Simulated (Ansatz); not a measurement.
Runs of Ansatz 0.2.0 on Ge. It takes space group I4_1/amd (No. 141, tetragonal). Conventional cell: a = 5.149 Å, b = 5.149 Å, c = 2.795 Å, α = 90.00°, β = 90.00°, γ = 90.00°. Ge (site symmetry -4m2) has 6 Ge at 2.67 to 2.79 Å as nearest neighbours. This isn't the form of Ge at room conditions, which is diamond.

```tsv
task	level	spin	cell	k mesh	smearing	points for each segment of the path	gap on the mesh (eV)	pressure (GPa)	relaxed volume (Å³/atom)
band structure	PBE	off	as given	11 × 11 × 11	fermi-dirac 0.05 eV	14	none	3.2	-
band structure	PBEsol	off	as given	11 × 11 × 11	fermi-dirac 0.05 eV	14	none	-0.6	-
band structure	PBE	SOC, no magnetisation	as given	8 × 8 × 8	fermi-dirac 0.05 eV	14	none	3.0	-
relaxation of cell and atoms	PBEsol	off	relaxed	11 × 11 × 11	fermi-dirac 0.05 eV	-	-	0.0	(a)
single point	PBE	off	as given	11 × 11 × 11	gaussian 0.011 eV	-	none	3.2	-
relaxation of cell and atoms	PBE	off	relaxed	11 × 11 × 11	fermi-dirac 0.05 eV	-	none	0.0	19.33
relaxation of cell and atoms	LDA	off	relaxed	11 × 11 × 11	fermi-dirac 0.05 eV	-	-	0.0	(b)
band structure	LDA	SOC, no magnetisation	as given	8 × 8 × 8	fermi-dirac 0.05 eV	14	none	-2.6	-
```

Alike in all rows: potentials or basis Ansatz PAW; cutoff (eV) 420.

Problem. Fill in the values left out.

Solution. (a) 18.38; (b) 17.94.

Caveats: the PAW data sets come from PBE, with cores solved anew for the run's functional, which leaves a small shift of forces and pressure (some runs); the plane-wave basis is chosen anew once the cell has moved, so the energies of steps on either side of that aren't comparable (some runs).

A k mesh can miss the band edges, and rows without SOC leave out spin-orbit coupling on Ge.

A gap of «none» marks a metal or a gap under the smearing width.
